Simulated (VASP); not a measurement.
# BP (P4/nmm) in VASP: equation of state

Aim: energy against volume of BP in PBE, for its equilibrium volume and stiffness.

All numbers are computed with VASP 6.6.1; they aren't measurements. Logs are shortened: lines on timing, memory, paths and dates and some standing lists are left out, and cuts for length are marked.

**1. The structure**

Symmetry: P4/nmm, No. 129, tetragonal system. The conventional cell has a = 3.157 Å, b = 3.157 Å, c = 7.003 Å, α = 90.00°, β = 90.00°, γ = 90.00°. B (site symmetry -4m2) is surrounded by 4 P at 2.04 Å and 4 B at 2.23 Å. P (site symmetry 4mm) is surrounded by 4 B at 2.04 Å.

The cell was built by a generator and needn't be a form met in nature.

**2. Equation of state, PBE, 16.40 Å³/atom (volume scaled by 0.94)**

File INCAR:

```
PREC = Accurate
ENCUT = 520
EDIFF = 1E-7
ISMEAR = -1
SIGMA = 0.05
LREAL = F
LASPH = T
NELM = 80
ALGO = Normal
ISIF = 2
LWAVE = F
LCHARG = F
GGA = PE
NBANDS = 16
```

File KPOINTS:

```
regular mesh
0
Gamma
  8 8 4
```

File POSCAR:

```
BP
1.0
    3.0923574280      0.0000000000      0.0000000000
    0.0000000000      3.0923574280      0.0000000000
    0.0000000000      0.0000000000      6.8596202973
B P
2 2
Direct
    0.0000000000      0.0000000000      0.0000000000
    0.5000000000      0.5000000000      0.0000000000
    0.5000000000      0.0000000000      0.8144700000
    0.0000000000      0.5000000000      0.1855300000
```

Potentials or basis: VASP PAW PBE potentials, release 64 (B, P).

The run is started by

```sh
$ cat potpaw_PBE.64/B/POTCAR potpaw_PBE.64/P/POTCAR > POTCAR
$ mpirun -np 1 vasp_std > vasp.out
```

OUTCAR:

```text
PREC = Accurate
   ENCUT = 520
   EDIFF = 1E-7
   ISMEAR = -1
   LREAL = F
   LASPH = T
   NELM = 80
   ISIF = 2
   GGA = PE

 Found     45 irreducible k-points:

 Following reciprocal coordinates:
            Coordinates               Weight
  0.000000  0.000000  0.000000      1.000000
  0.125000  0.000000  0.000000      4.000000
  0.250000  0.000000  0.000000      4.000000
  0.375000  0.000000  0.000000      4.000000
  0.500000  0.000000  0.000000      2.000000
  0.125000  0.125000  0.000000      4.000000
   k-points           NKPTS =     45   k-points in BZ     NKDIM =     45   number of bands    NBANDS=     16
   number of dos      NEDOS =    301   number of ions     NIONS =      4
   total plane-waves  NPLWV =  31104
   dimension x,y,z NGX =    24 NGY =   24 NGZ =   54
   dimension x,y,z NGXF=    48 NGYF=   48 NGZF=  108
   ions per type =               2   2
   NGX,Y,Z   is equivalent  to a cutoff of  12.90, 12.90, 13.09 a.u.
   NGXF,Y,Z  is equivalent  to a cutoff of  25.80, 25.80, 26.17 a.u.
 SYSTEM =  unknown system
   PREC   = accura    normal or accurate (medium, high low for compatibility)
   ISTART =      0    job   : 0-new  1-cont  2-samecut
   ICHARG =      2    charge: 1-file 2-atom 10-const
   ISPIN  =      1    spin polarized calculation?
   LNONCOLLINEAR =      F non collinear calculations
   LSORBIT =      F    spin-orbit coupling
   LASPH  =      T    aspherical Exc in radial PAW
   ENCUT  =  520.0 eV  38.22 Ry    6.18 a.u.   5.75  5.75 12.75*2*pi/ulx,y,z
   NELM   =     80;   NELMIN=  2; NELMDL= -5     # of ELM steps
   EDIFF  = 0.1E-06   stopping-criterion for ELM
   LREAL  =      F    real-space projection
   EDIFFG = 0.1E-05   stopping-criterion for IOM
   NSW    =      0    number of steps for IOM
   IBRION =     -1    ionic relax: 0-MD 1-quasi-New 2-CG
   NFREE  =      0    steps in history (QN), initial steepest desc. (CG)
   ISIF   =      2    stress and relaxation
   ISYM   =      2    0-nonsym 1-usesym 2-fastsym
   POTIM  = 0.5000    time-step for ionic-motion
   TEBEG  =    0.0;   TEEND  =   0.0 temperature during run
   PSTRESS=    0.0 pullay stress
   NELECT =      16.0000    total number of electrons
   NUPDOWN=      -1.0000    fix difference up-down
   EMIN   =  10.00;   EMAX   =-10.00  energy-range for DOS
   EFERMI =   0.00;   METHOD = LEGACY
   ISMEAR =    -1;   SIGMA  =   0.05  broadening in eV -4-tet -1-fermi 0-gaus
   EFERMI_NEDOS =   21; number of points for ismear=-14 and -15
   IALGO  =     38    algorithm
   IMIX   =      4    mixing-type and parameters
     AMIX     =   0.40;   BMIX     =  1.00
     AMIX_MAG =   1.60;   BMIX_MAG =  1.00
  volume/ion in A,a.u.               =      16.40       110.67
  Fermi-wavevector in a.u.,A,eV,Ry     =   1.022873  1.932950 14.235354  1.046269
  Thomas-Fermi vector in A             =   2.156576
   LORBIT       =      0    0 simple, 1 ext, 2 COOP (PROOUT), +10 PAW based schemes
   GGA     = PE    functional components
   LHFCALC =     F    Hartree Fock is set to
   AEXX    =    0.0000 exact exchange contribution
   IVDW    =     0    specifies the selected vdW correction
   LEPSILON=     F    determine dielectric tensor
   LRPA    =     F    only Hartree local field effects (RPA)
 non-spin polarized calculation
  energy-cutoff  :      520.00
  volume of cell :       65.60
 maximum number of plane-waves:      1784
 NGX is ok and might be reduce to    24
   NGX = 11   NGY = 11   NGZ = 25

 number of electron      16.0000000 magnetization

 Free energy of the ion-electron system (eV)
  ---------------------------------------------------
  ext. energy  EPLUGINS =         0.00000000
  ---------------------------------------------------
  free energy    TOTEN  =       -22.67245810 eV

  energy without entropy =      -22.66739539  energy(sigma->0) =      -22.66992674

 E-fermi :   4.8752     XC(G=0):  -8.7744

 val. band max:        4.5690543972   @ k =   0.2500   0.0000   0.0000
 cond. band min:       4.9517719587   @ k =   0.2500   0.0000   0.5000
 fundamental gap:      0.3827175615
 Fermi energy:         4.8752306030

 k-point     1 :       0.0000    0.0000    0.0000
  band No.  band energies     occupation
      1     -12.3570      2.00000
      2      -8.2126      2.00000
      3      -1.7294      2.00000
      4      -1.0312      2.00000
      5      -1.0312      2.00000
      6       2.3494      2.00000
      7       3.5922      2.00000
      8       5.0387      0.07326
      9       5.0387      0.07326
     10       5.2935      0.00047
     11       6.2185      0.00000
     12       8.6206      0.00000
     13      10.4378      0.00000
     14      10.4378      0.00000
     15      11.9357      0.00000
     16      11.9357      0.00000

 k-point     2 :       0.1250    0.0000    0.0000
  band No.  band energies     occupation
      1     -12.1602      2.00000
      2      -8.0739      2.00000
      3      -2.2378      2.00000
      4      -1.5805      2.00000
      5      -0.8239      2.00000
      6       2.4997      2.00000
      7       2.8763      2.00000
      8       4.2610      1.99999
      9       4.9777      0.22814
     10       6.8411      0.00000
     11       7.2502      0.00000
     12       8.8036      0.00000
     13       9.5694      0.00000
     14      10.5011      0.00000
     15      10.9474      0.00000
     16      11.6315      0.00000

 k-point     3 :       0.2500    0.0000    0.0000
  band No.  band energies     occupation
      1     -11.5758      2.00000
      2      -7.8136      2.00000
      3      -4.0331      2.00000
      4      -1.3090      2.00000
      5      -0.2097      2.00000
      6       0.7554      2.00000
      7       2.5737      2.00000
      8       4.5691      1.99563
      9       5.0431      0.06732
     10       7.5402      0.00000
     11       8.0342      0.00000
     12       9.1919      0.00000
     13       9.6522      0.00000
     14      10.2671      0.00000
     15      10.5881      0.00000
     16      10.8626      0.00000

 k-point     4 :       0.3750    0.0000    0.0000
  band No.  band energies     occupation
      1     -10.6278      2.00000
      2      -8.1764      2.00000
      3      -4.6775      2.00000
      4      -2.2190      2.00000
      5       0.3817      2.00000
      6       0.7836      2.00000
      7       2.1944      2.00000
      8       3.4934      2.00000
      9       5.7917      0.00000
     10       7.3069      0.00000
     11       7.4470      0.00000
     12       9.1317      0.00000
     13       9.3574      0.00000
     14      10.4052      0.00000
     15      10.5212      0.00000
     16      13.4969      0.00000

 k-point     5 :       0.5000    0.0000    0.0000
  band No.  band energies     occupation
      1      -9.3923      2.00000
      2      -9.3923      2.00000
      3      -3.7712      2.00000
      4      -3.7712      2.00000
      5       1.2827      2.00000
      6       1.2827      2.00000
      7       2.0827      2.00000
      8       2.0827      2.00000
      9       6.5841      0.00000
     10       6.5841      0.00000
     11       8.0123      0.00000
     12       8.0123      0.00000
     13       9.8385      0.00000
     14       9.8385      0.00000
     15      11.7691      0.00000
     16      11.7691      0.00000

 k-point     6 :       0.1250    0.1250    0.0000
  band No.  band energies     occupation
      1     -11.9637      2.00000
      2      -7.9343      2.00000
      3      -2.0443      2.00000
      4      -2.0396      2.00000
      5      -1.4282      2.00000
      6       2.4724      2.00000
      7       2.7070      2.00000
      8       3.6457      2.00000
      9       5.1843      0.00413
     10       7.9832      0.00000
     11       8.1553      0.00000
     12       8.6049      0.00000
     13       9.5783      0.00000
     14       9.7480      0.00000
     15      10.0260      0.00000
     16      12.2436      0.00000

 [... further k-points ...]
[... 5 lines left out ...]
  --------------------------------------------------------------------------------------
  -------------------------------------------------------------------------------------
  Total        2.6533143      2.6533143      2.1896762      0.0000000      0.0000000      0.0000000
  in kB       64.8066898     64.8066898     53.4824167      0.0000000      0.0000000      0.0000000
  external PRESSURE =      61.0319321 kB  Pullay stress =       0.0000000 kB

 VOLUME and BASIS-vectors are now :
 -----------------------------------------------------------------------------
  energy-cutoff  :      520.00
  volume of cell :       65.60
      direct lattice vectors                 reciprocal lattice vectors
     3.092357428  0.000000000  0.000000000     0.323377883  0.000000000  0.000000000
     0.000000000  3.092357428  0.000000000     0.000000000  0.323377883  0.000000000
     0.000000000  0.000000000  6.859620297     0.000000000  0.000000000  0.145780664

 POSITION                                       TOTAL-FORCE (eV/Angst)
 -----------------------------------------------------------------------------------
      0.00000      0.00000      0.00000         0.000000     -0.000000     -0.000000
      1.54618      1.54618      0.00000         0.000000     -0.000000     -0.000000
      1.54618      0.00000      5.58695        -0.000000      0.000000     -0.861489
      0.00000      1.54618      1.27267         0.000000     -0.000000      0.861489
 -----------------------------------------------------------------------------------
    total drift:                               -0.000000     -0.000000      0.000000

  FREE ENERGIE OF THE ION-ELECTRON SYSTEM (eV)
  ---------------------------------------------------
  free  energy   TOTEN  =       -22.6724580980 eV

  energy  without entropy=      -22.6673953859  energy(sigma->0) =      -22.66992674
```

Run time: 47 s. Hardware: 1 thread of AMD EPYC 7R43 (Zen 3), shared host; peak memory 0.15 GiB.

What came out:

| Property | Result |
| --- | --- |
| Free energy | -22.6725 eV |
| Pressure | 6.1 GPa |
| Largest force | 0.861 eV/Å |
| Band gap on the k mesh | none (metal or under the smearing width) |

Caveat: this functional lacks dispersion, which binds the layers, so the pressure and a relaxed spacing across them are unreliable.

**3. Equation of state, PBE, 16.75 Å³/atom (volume scaled by 0.96)**

File INCAR:

```
PREC     = Accurate       # precision mode
ENCUT    = 520            # plane-wave cutoff, eV
EDIFF    = 1E-7           # SCF threshold, eV
ISMEAR   = -1             # smearing method
SIGMA    = 0.05           # smearing width, eV
LREAL    = F              # projectors in reciprocal space
LASPH    = T              # aspherical terms in the spheres
NELM     = 100            # most SCF steps
ALGO     = Normal         # electronic algorithm
ISIF     = 2              # what is computed and relaxed
LWAVE    = F              # write WAVECAR
LCHARG   = F              # write CHGCAR
GGA      = PE             # functional
NBANDS   = 16             # bands
```

KPOINTS is that of step 2.

File POSCAR:

```
BP
1.0
    3.1141353105      0.0000000000      0.0000000000
    0.0000000000      3.1141353105      0.0000000000
    0.0000000000      0.0000000000      6.9079290741
B P
2 2
Direct
    0.0000000000      0.0000000000      0.0000000000
    0.5000000000      0.5000000000      0.0000000000
    0.5000000000      0.0000000000      0.8144700000
    0.0000000000      0.5000000000      0.1855300000
```

Potentials or basis: VASP PAW PBE potentials, release 64 (B, P).

The run is started by

```sh
$ cat potpaw_PBE.64/B/POTCAR potpaw_PBE.64/P/POTCAR > POTCAR
$ mpirun -np 1 vasp_std > vasp.out
```

Run time: 57 s. Hardware: 1 thread of AMD EPYC 7R43 (Zen 3), shared host; peak memory 0.14 GiB.

Results (log left out):

```yaml
Free_energy: -22.7159 eV
Pressure: 3.8 GPa
Largest_force: 0.516 eV/Å
Band_gap_on_the_k_mesh: none (metal or under the smearing width)
```

Caveat: this functional lacks dispersion, which binds the layers, so the pressure and a relaxed spacing across them are unreliable.

**4. Equation of state, PBE, 17.10 Å³/atom (volume scaled by 0.98)**

File INCAR:

```
PREC = Accurate
ENCUT = 520
EDIFF = 1E-7
ISMEAR = -1
SIGMA = 0.05
LREAL = False
LASPH = True
NELM = 100
ALGO = Normal
ISIF = 2
LWAVE = False
LCHARG = False
GGA = PE
NBANDS = 16
```

KPOINTS is that of step 3.

File POSCAR:

```
BP
1.0
    3.1356127844      0.0000000000      0.0000000000
    0.0000000000      3.1356127844      0.0000000000
    0.0000000000      0.0000000000      6.9555714698
B P
2 2
Direct
    0.0000000000      0.0000000000      0.0000000000
    0.5000000000      0.5000000000      0.0000000000
    0.5000000000      0.0000000000      0.8144700000
    0.0000000000      0.5000000000      0.1855300000
```

The run is started by

```sh
$ cat potpaw_PBE.64/B/POTCAR potpaw_PBE.64/P/POTCAR > POTCAR
$ mpirun -np 1 vasp_std > vasp.out
```

Run time: 50 s. Hardware: 1 thread of AMD EPYC 7R43 (Zen 3), shared host; peak memory 0.15 GiB.

The run converged. Its results:

| Property | Result |
| --- | --- |
| Free energy | -22.7401 eV |
| Pressure | 1.7 GPa |
| Largest force | 0.195 eV/Å |
| Band gap on the k mesh | none (metal or under the smearing width) |

Caveat: this functional lacks dispersion, which binds the layers, so the pressure and a relaxed spacing across them are unreliable.

**5. Equation of state, PBE, 17.79 Å³/atom (volume scaled by 1.02)**

File INCAR:

```
PREC = Accurate
ENCUT = 520
EDIFF = 1E-7
ISMEAR = -1
SIGMA = 0.05
LREAL = F
LASPH = T
NELM = 80
ALGO = Normal
ISIF = 2
LWAVE = F
LCHARG = F
GGA = PE
NBANDS = 16
```

File KPOINTS:

```
Automatic mesh
0
Gamma
  8 8 4
```

File POSCAR:

```
BP
1.0
    3.1777065695      0.0000000000      0.0000000000
    0.0000000000      3.1777065695      0.0000000000
    0.0000000000      0.0000000000      7.0489459873
B P
2 2
Direct
    0.0000000000      0.0000000000      0.0000000000
    0.5000000000      0.5000000000      0.0000000000
    0.5000000000      0.0000000000      0.8144700000
    0.0000000000      0.5000000000      0.1855300000
```

The run is started by

```sh
$ cat potpaw_PBE.64/B/POTCAR potpaw_PBE.64/P/POTCAR > POTCAR
$ mpirun -np 1 vasp_std > vasp.out
```

It took 44 s on 1 thread of AMD EPYC 7R43 (Zen 3), shared host; peak memory 0.15 GiB.

Results (log left out):

```yaml
Free_energy: -22.7381 eV
Pressure: -1.9 GPa
Largest_force: 0.386 eV/Å
Band_gap_on_the_k_mesh: none (metal or under the smearing width)
```

Caveat: this functional lacks dispersion, which binds the layers, so the pressure and a relaxed spacing across them are unreliable.

**6. Equation of state, PBE, 18.14 Å³/atom (volume scaled by 1.04)**

File INCAR:

```
SYSTEM = BP
PREC = Accurate ; ENCUT = 520
EDIFF = 1E-7 ; ISMEAR = -1
SIGMA = 0.05 ; LREAL = .FALSE.
LASPH = .TRUE. ; NELM = 60
ALGO = Normal ; ISIF = 2
LWAVE = .FALSE. ; LCHARG = .FALSE.
GGA = PE ; NBANDS = 16
```

File KPOINTS:

```
regular mesh
0
G
  8 8 4
  0 0 0
```

File POSCAR:

```
BP
1.0
    3.1983416060      0.0000000000      0.0000000000
    0.0000000000      3.1983416060      0.0000000000
    0.0000000000      0.0000000000      7.0947196464
B P
2 2
Direct
    0.0000000000      0.0000000000      0.0000000000
    0.5000000000      0.5000000000      0.0000000000
    0.5000000000      0.0000000000      0.8144700000
    0.0000000000      0.5000000000      0.1855300000
```

Potentials or basis: VASP PAW PBE potentials, release 64 (B, P).

The run is started by

```sh
$ cat potpaw_PBE.64/B/POTCAR potpaw_PBE.64/P/POTCAR > POTCAR
$ mpirun -np 1 vasp_std > vasp.out
```

Wall time 48 s (1 thread of AMD EPYC 7R43 (Zen 3), shared host); peak memory 0.15 GiB.

It converged, with:

| Quantity | Value |
| --- | --- |
| Free energy | -22.7149 eV |
| Pressure | -3.5 GPa |
| Largest force | 0.648 eV/Å |
| Band gap on the k mesh | none (metal or under the smearing width) |

Caveat: this functional lacks dispersion, which binds the layers, so the pressure and a relaxed spacing across them are unreliable.

**7. Equation of state, PBE, 18.49 Å³/atom (volume scaled by 1.06)**

File INCAR:

```
ALGO = Normal
EDIFF = 1E-7
ENCUT = 520
GGA = PE
ISIF = 2
ISMEAR = -1
LASPH = T
LCHARG = F
LREAL = F
LWAVE = F
NBANDS = 16
NELM = 100
PREC = Accurate
SIGMA = 0.05
```

File KPOINTS:

```
k-points
0
Gamma
  8 8 4
```

File POSCAR:

```
BP
1.0
    3.2187137578      0.0000000000      0.0000000000
    0.0000000000      3.2187137578      0.0000000000
    0.0000000000      0.0000000000      7.1399101619
B P
2 2
Direct
    0.0000000000      0.0000000000      0.0000000000
    0.5000000000      0.5000000000      0.0000000000
    0.5000000000      0.0000000000      0.8144700000
    0.0000000000      0.5000000000      0.1855300000
```

The run is started by

```sh
$ cat potpaw_PBE.64/B/POTCAR potpaw_PBE.64/P/POTCAR > POTCAR
$ mpirun -np 1 vasp_std > vasp.out
```

Run time: 48 s. Hardware: 1 thread of AMD EPYC 7R43 (Zen 3), shared host; peak memory 0.16 GiB.

It converged, with:

* Free energy: -22.6787 eV
* Pressure: -4.9 GPa
* Largest force: 0.893 eV/Å
* Band gap on the k mesh: none (metal or under the smearing width)

Caveat: this functional lacks dispersion, which binds the layers, so the pressure and a relaxed spacing across them are unreliable.

**8. Equation of state, PBE**

No new run: the results of the series are fitted here.

What came out:

| Quantity | Value |
| --- | --- |
| Equilibrium volume | 17.42 Å³/atom |
| Bulk modulus at fixed shape and positions | 91 GPa |
| Pressure derivative of the bulk modulus | 3.8 |

Energy against volume, from the lowest point:
```
volume (Å³/atom)  energy (meV/atom)
          16.399              18.64
          16.748               7.79
          17.097               1.72
          17.446               0.00
          17.795               2.22
          18.144               8.02
          18.493              17.08
```

Caveat: the cell was scaled at fixed shape and fractional positions, which overstates the stiffness of a crystal with free parameters, most of all of layers and chains; this functional lacks dispersion, which binds the layers, so the pressure and a relaxed spacing across them are unreliable.
